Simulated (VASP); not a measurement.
# BP (F-43m) in VASP: further runs

Aim: see how the results for BP move with the level of theory and the settings. Levels: PBE0, PBE. Tasks: band structure, G0W0 quasiparticle levels.

Program: VASP 6.6.1. These are calculated values, not measurements. Logs are shortened: lines on timing, memory, paths and dates and some standing lists are left out, and cuts for length are marked.

### Step 1. The structure

It takes space group F-43m (No. 216, cubic). Conventional cell: a = 4.538 Å, b = 4.538 Å, c = 4.538 Å, α = 90.00°, β = 90.00°, γ = 90.00°. P (site symmetry -43m) has 4 B at 1.97 Å as nearest neighbours. B (site symmetry -43m) has 4 P at 1.97 Å as nearest neighbours.

### Step 2. Band structure, PBE0

File POSCAR:

```
BP
1.0
    0.0000000000      2.2690000000      2.2690000000
    2.2690000000      0.0000000000      2.2690000000
    2.2690000000      2.2690000000      0.0000000000
P B
1 1
Direct
    0.7500000000      0.7500000000      0.7500000000
    0.0000000000      0.0000000000      0.0000000000
```

File INCAR.step1:

```
SYSTEM = BP
ALGO = Normal
EDIFF = 1E-5
ENCUT = 520
GGA = PE
ISIF = 2
ISMEAR = 0
LASPH = .TRUE.
LCHARG = .FALSE.
LREAL = .FALSE.
LWAVE = .TRUE.
NELM = 80
PREC = Accurate
SIGMA = 0.02
```

File INCAR.step2:

```
SYSTEM = BP
AEXX = 0.25
ALGO = Normal
EDIFF = 1E-6
ENCUT = 520
GGA = PE
HFRCUT = -1
ISIF = 2
ISMEAR = 0
ISTART = 1
LASPH = .TRUE.
LCHARG = .FALSE.
LHFCALC = .TRUE.
LREAL = .FALSE.
LWAVE = .FALSE.
NELM = 80
PREC = Accurate
PRECFOCK = Fast
SIGMA = 0.02
```

File KPOINTS:

```
k-points
0
G
  6 6 6
  0 0 0
```

File KPOINTS_OPT:

```
path GXWKGLUWLK,UX
8
line-mode
reciprocal
 0.0000000000  0.0000000000  0.0000000000  G
 0.5000000000  0.0000000000  0.5000000000  X

 0.5000000000  0.0000000000  0.5000000000  X
 0.5000000000  0.2500000000  0.7500000000  W

 0.5000000000  0.2500000000  0.7500000000  W
 0.3750000000  0.3750000000  0.7500000000  K

 0.3750000000  0.3750000000  0.7500000000  K
 0.0000000000  0.0000000000  0.0000000000  G

 0.0000000000  0.0000000000  0.0000000000  G
 0.5000000000  0.5000000000  0.5000000000  L

 0.5000000000  0.5000000000  0.5000000000  L
 0.6250000000  0.2500000000  0.6250000000  U

 0.6250000000  0.2500000000  0.6250000000  U
 0.5000000000  0.2500000000  0.7500000000  W

 0.5000000000  0.2500000000  0.7500000000  W
 0.5000000000  0.5000000000  0.5000000000  L

 0.5000000000  0.5000000000  0.5000000000  L
 0.3750000000  0.3750000000  0.7500000000  K

 0.6250000000  0.2500000000  0.6250000000  U
 0.5000000000  0.0000000000  0.5000000000  X
```

Potentials or basis: VASP PAW PBE potentials, release 64 (P, B).

Launch:

```bash
> cat potpaw_PBE.64/P/POTCAR potpaw_PBE.64/B/POTCAR > POTCAR
> cp INCAR.step1 INCAR
> mpirun -np 1 vasp_std > vasp.out
> cp INCAR.step2 INCAR
> mpirun -np 1 vasp_std > vasp.out
```

OUTCAR:

```text
SYSTEM = BP
   AEXX = 0.25
   EDIFF = 1E-6
   ENCUT = 520
   GGA = PE
   ISIF = 2
   ISMEAR = 0
   ISTART = 1
   LASPH = .TRUE.
   LHFCALC = .TRUE.
   LREAL = .FALSE.
   NELM = 80
   PREC = Accurate
   PRECFOCK = Fast

 ion  position               nearest neighbor table
   1  0.750  0.750  0.750-   2 1.97   2 1.97   2 1.97   2 1.97
   2  0.000  0.000  0.000-   1 1.97   1 1.97   1 1.97   1 1.97

  LATTYP: Found a face centered cubic cell.
 ALAT       =     4.5380000000

  Lattice vectors:

 A1 = (   0.0000000000,   2.2690000000,   2.2690000000)
 A2 = (   2.2690000000,   0.0000000000,   2.2690000000)
 A3 = (   2.2690000000,   2.2690000000,   0.0000000000)

Analysis of symmetry for initial positions (statically):
=====================================================================
 Subroutine PRICEL returns:
 Original cell was already a primitive cell.

 Routine SETGRP: Setting up the symmetry group for a
 face centered cubic supercell.

 Subroutine GETGRP returns: Found 24 space group operations
 (whereof 24 operations were pure point group operations)
 out of a pool of 48 trial point group operations.

The static configuration has the point symmetry T_d .

Analysis of symmetry for dynamics (positions and initial velocities):
=====================================================================
 Subroutine PRICEL returns:
 Original cell was already a primitive cell.

 Routine SETGRP: Setting up the symmetry group for a
 face centered cubic supercell.

 Subroutine GETGRP returns: Found 24 space group operations
 (whereof 24 operations were pure point group operations)
 out of a pool of 48 trial point group operations.

The dynamic configuration has the point symmetry T_d .

 Subroutine INISYM returns: Found 24 space group operations
 (whereof 24 operations are pure point group operations),
 and found     1 'primitive' translations

----------------------------------------------------------------------------------------

                                     Primitive cell

  volume of cell :      23.3633

  direct lattice vectors                    reciprocal lattice vectors
     0.000000000  2.269000000  2.269000000    -0.220361393  0.220361393  0.220361393
     2.269000000  0.000000000  2.269000000     0.220361393 -0.220361393  0.220361393
     2.269000000  2.269000000  0.000000000     0.220361393  0.220361393 -0.220361393

  length of vectors
     3.208850573  3.208850573  3.208850573     0.381677128  0.381677128  0.381677128

  position of ions in fractional coordinates (direct lattice)
     0.750000000  0.750000000  0.750000000
     0.000000000  0.000000000  0.000000000

  ion indices of the primitive-cell ions
   primitive index   ion index
                 1           1
                 2           2

----------------------------------------------------------------------------------------

 KPOINTS: k-points

Automatic generation of k-mesh.
 Grid dimensions read from file:
 generate k-points for:    6    6    6

 Generating k-lattice:

  Cartesian coordinates                     Fractional coordinates (reciprocal lattice)
    -0.036726899  0.036726899  0.036726899     0.166666667  0.000000000  0.000000000
     0.036726899 -0.036726899  0.036726899     0.000000000  0.166666667  0.000000000
     0.036726899  0.036726899 -0.036726899     0.000000000  0.000000000  0.166666667

  Length of vectors
     0.063612855  0.063612855  0.063612855

  Shift w.r.t. Gamma in fractional coordinates (k-lattice)
     0.000000000  0.000000000  0.000000000

 Subroutine IBZKPT returns following result:
 ===========================================

 Found     16 irreducible k-points:

 Following reciprocal coordinates:
            Coordinates               Weight
  0.000000  0.000000  0.000000      1.000000
  0.166667  0.000000  0.000000      8.000000
  0.333333  0.000000  0.000000      8.000000
  0.500000  0.000000  0.000000      4.000000
  0.166667  0.166667  0.000000      6.000000
  0.333333  0.166667  0.000000     24.000000
[... 8 lines left out ...]
 -0.333333  0.333333  0.166667     24.000000
 -0.333333  0.500000  0.166667     12.000000
   k-points           NKPTS =     16   k-points in BZ     NKDIM =    216   number of bands    NBANDS=      8
   number of dos      NEDOS =    301   number of ions     NIONS =      2
   total plane-waves  NPLWV =  13824
   dimension x,y,z NGX =    24 NGY =   24 NGZ =   24
   dimension x,y,z NGXF=    48 NGYF=   48 NGZF=   48
   ions per type =               1   1
   NGX,Y,Z   is equivalent  to a cutoff of  12.43, 12.43, 12.43 a.u.
   NGXF,Y,Z  is equivalent  to a cutoff of  24.87, 24.87, 24.87 a.u.
 SYSTEM =  BP
   PREC   = accura    normal or accurate (medium, high low for compatibility)
   ISTART =      1    job   : 0-new  1-cont  2-samecut
   ICHARG =      0    charge: 1-file 2-atom 10-const
   ISPIN  =      1    spin polarized calculation?
   LNONCOLLINEAR =      F non collinear calculations
   LSORBIT =      F    spin-orbit coupling
   LASPH  =      T    aspherical Exc in radial PAW
   ENCUT  =  520.0 eV  38.22 Ry    6.18 a.u.   5.97  5.97  5.97*2*pi/ulx,y,z
   NELM   =     80;   NELMIN=  2; NELMDL=  0     # of ELM steps
   EDIFF  = 0.1E-05   stopping-criterion for ELM
   LREAL  =      F    real-space projection
   EDIFFG = 0.1E-04   stopping-criterion for IOM
   NSW    =      0    number of steps for IOM
   IBRION =     -1    ionic relax: 0-MD 1-quasi-New 2-CG
   NFREE  =      0    steps in history (QN), initial steepest desc. (CG)
   ISIF   =      2    stress and relaxation
   ISYM   =      3    0-nonsym 1-usesym 2-fastsym
   POTIM  = 0.5000    time-step for ionic-motion
   TEBEG  =    0.0;   TEEND  =   0.0 temperature during run
   PSTRESS=    0.0 pullay stress
   NELECT =       8.0000    total number of electrons
   NUPDOWN=      -1.0000    fix difference up-down
   EMIN   =  10.00;   EMAX   =-10.00  energy-range for DOS
   EFERMI =   0.00;   METHOD = LEGACY
   ISMEAR =     0;   SIGMA  =   0.02  broadening in eV -4-tet -1-fermi 0-gaus
   EFERMI_NEDOS =   21; number of points for ismear=-14 and -15
   IALGO  =     38    algorithm
   IMIX   =      1    mixing-type and parameters
     AMIX     =   0.40;   BMIX     =  1.00
     AMIX_MAG =   1.60;   BMIX_MAG =  1.00
  volume/ion in A,a.u.               =      11.68        78.83
  Fermi-wavevector in a.u.,A,eV,Ry     =   1.145320  2.164342 17.847562  1.311759
  Thomas-Fermi vector in A             =   2.282009
   LORBIT       =      0    0 simple, 1 ext, 2 COOP (PROOUT), +10 PAW based schemes
   GGA     = PE    functional components
   LHFCALC =     T    Hartree Fock is set to
   PRECFOCK=fast      Normal, Fast or Accurate (Low or Medium for compatibility)
   ENCUT4O =  -1.0   cutoff for four orbital integrals eV
   NKREDX  =     1    reduce k-point grid by
   NKREDY  =     1    reduce k-point grid by
   NKREDZ  =     1    reduce k-point grid by
   AEXX    =    0.2500 exact exchange contribution
   HFSCREEN=    0.0000 screening length (either q_TF or 0.3 A-1)
   HFSCREENC=   0.0000 screening length for correlation (either q_TF or 0.3 A-1)
   ENCUTFOCK=  -1.0 apply spherical cutoff to Coloumb kernel
   IVDW    =     0    specifies the selected vdW correction
   LEPSILON=     F    determine dielectric tensor
   LRPA    =     F    only Hartree local field effects (RPA)
 non-spin polarized calculation
 Gauss-broadening in eV      SIGMA  =   0.02
  energy-cutoff  :      520.00
  volume of cell :       23.36
 maximum number of plane-waves:       636
  NGX = 14; NGY = 14; NGZ = 14

 number of electron       8.0000000 magnetization

 Free energy of the ion-electron system (eV)
  ---------------------------------------------------
  ext. energy  EPLUGINS =         0.00000000
  ---------------------------------------------------
  free energy    TOTEN  =       -15.75878289 eV

  energy without entropy =      -15.75878289  energy(sigma->0) =      -15.75878289

 E-fermi :   6.7870     XC(G=0):  -8.6057

 val. band max:        6.6612840895   @ k =   0.0000   0.0000   0.0000
 cond. band min:       9.4268918513   @ k =   0.5000   0.5000   0.0000
 fundamental gap:      2.7656077617
 Fermi energy:         6.7869822691

 k-point     1 :       0.0000    0.0000    0.0000
  band No.  band energies     occupation
      1     -10.5224      2.00000
      2       6.6613      2.00000
      3       6.6613      2.00000
      4       6.6613      2.00000
      5      11.6832      0.00000
      6      11.6832      0.00000
      7      11.6832      0.00000
      8      16.0778      0.00000

 k-point     2 :       0.1667    0.0000    0.0000
  band No.  band energies     occupation
      1      -9.9749      2.00000
      2       3.5382      2.00000
      3       5.9377      2.00000
      4       5.9377      2.00000
      5      12.3424      0.00000
      6      12.6732      0.00000
      7      12.6732      0.00000
      8      17.4289      0.00000

 k-point     3 :       0.3333    0.0000    0.0000
  band No.  band energies     occupation
      1      -8.4162      2.00000
      2      -0.8507      2.00000
      3       5.0306      2.00000
      4       5.0306      2.00000
      5      12.2317      0.00000
      6      13.2693      0.00000
      7      13.2693      0.00000
      8      18.8442      0.00000
[... 122 lines left out ...]
 k-point    15 :      -0.3333    0.3333    0.1667
  band No.  band energies     occupation
      1      -5.6092      2.00000
      2      -2.4364      2.00000
      3       0.5604      2.00000
      4       2.2845      2.00000
      5      12.8380      0.00000
      6      14.1532      0.00000
      7      17.3443      0.00000
      8      17.9156      0.00000

 k-point    16 :      -0.3333    0.5000    0.1667
  band No.  band energies     occupation
      1      -4.9062      2.00000
      2      -2.6060      2.00000
      3       0.8122      2.00000
      4       0.9501      2.00000
      5      12.1180      0.00000
      6      12.7616      0.00000
      7      17.9257      0.00000
      8      18.5822      0.00000

------------------------ aborting loop because EDIFF is reached ----------------------------------------

  FORCE on cell =-STRESS in cart. coord.  units (eV):
  Direction    XX          YY          ZZ          XY          YZ          ZX
  --------------------------------------------------------------------------------------
  -------------------------------------------------------------------------------------
  Total       -0.3166485     -0.3166485     -0.3166485      0.0000000      0.0000000      0.0000000
  in kB      -21.7147345    -21.7147345    -21.7147345      0.0000000      0.0000000      0.0000000
  external PRESSURE =     -21.7147345 kB  Pullay stress =       0.0000000 kB

 VOLUME and BASIS-vectors are now :
 -----------------------------------------------------------------------------
  energy-cutoff  :      520.00
  volume of cell :       23.36
      direct lattice vectors                 reciprocal lattice vectors
     0.000000000  2.269000000  2.269000000    -0.220361393  0.220361393  0.220361393
     2.269000000  0.000000000  2.269000000     0.220361393 -0.220361393  0.220361393
     2.269000000  2.269000000  0.000000000     0.220361393  0.220361393 -0.220361393

 POSITION                                       TOTAL-FORCE (eV/Angst)
 -----------------------------------------------------------------------------------
      3.40350      3.40350      3.40350        -0.000000     -0.000000     -0.000000
      0.00000      0.00000      0.00000         0.000000      0.000000      0.000000
 -----------------------------------------------------------------------------------
    total drift:                                0.000000     -0.000000     -0.000000

  FREE ENERGIE OF THE ION-ELECTRON SYSTEM (eV)
  ---------------------------------------------------
  free  energy   TOTEN  =       -15.7587828924 eV

  energy  without entropy=      -15.7587828924  energy(sigma->0) =      -15.75878289
```

Wall time 6.3 min (1 thread of AMD EPYC 7R13 (Zen 3), shared host); peak memory 0.15 GiB.

What came out:

* Free energy: -15.7588 eV
* Pressure: -2.2 GPa
* Band gap on the k mesh: 2.77 eV, indirect (least direct gap 5.02 eV)
* Band gap along the path: 2.67 eV, indirect (least direct gap 5.02 eV)

Levels at the corners of the path, in eV from the valence-band top:
```csv
point,band 1,band 2,band 3,band 4,band 5,band 6,band 7,band 8
Γ,-17.18,0.00,0.00,0.00,5.02,5.02,5.02,9.42
X,-11.79,-9.66,-4.57,-4.57,2.77,3.11,14.58,14.58
X,-11.79,-9.66,-4.57,-4.57,2.77,3.11,14.58,14.58
W,-11.48,-9.09,-6.27,-6.05,7.08,8.50,9.28,9.47
W,-11.48,-9.09,-6.27,-6.05,7.08,8.50,9.28,9.47
K,-11.80,-9.19,-6.88,-3.89,3.64,7.80,11.97,12.91
K,-11.80,-9.19,-6.88,-3.89,3.64,7.80,11.97,12.91
Γ,-17.18,0.00,0.00,0.00,5.02,5.02,5.02,9.42
Γ,-17.18,0.00,0.00,0.00,5.02,5.02,5.02,9.42
L,-13.51,-10.08,-1.97,-1.97,5.45,6.44,6.44,12.10
L,-13.51,-10.08,-1.97,-1.97,5.45,6.44,6.44,12.10
U,-11.80,-9.19,-6.88,-3.89,3.64,7.80,11.97,12.91
U,-11.80,-9.19,-6.88,-3.89,3.64,7.80,11.98,12.91
W,-11.48,-9.09,-6.27,-6.05,7.08,8.50,9.28,9.47
W,-11.48,-9.09,-6.27,-6.05,7.08,8.50,9.28,9.47
L,-13.51,-10.08,-1.97,-1.97,5.45,6.44,6.44,12.10
L,-13.51,-10.08,-1.97,-1.97,5.45,6.44,6.44,12.10
K,-11.80,-9.19,-6.88,-3.89,3.64,7.80,11.98,12.92
U,-11.80,-9.19,-6.88,-3.89,3.64,7.80,11.98,12.91
X,-11.79,-9.66,-4.57,-4.57,2.77,3.11,14.58,14.58
```

Caveat: the PAW data sets were made with another functional, which shifts forces and pressure a little; the mesh misses the band edges, which the band path finds closer together.

(Part 1 of 2 ends here.)
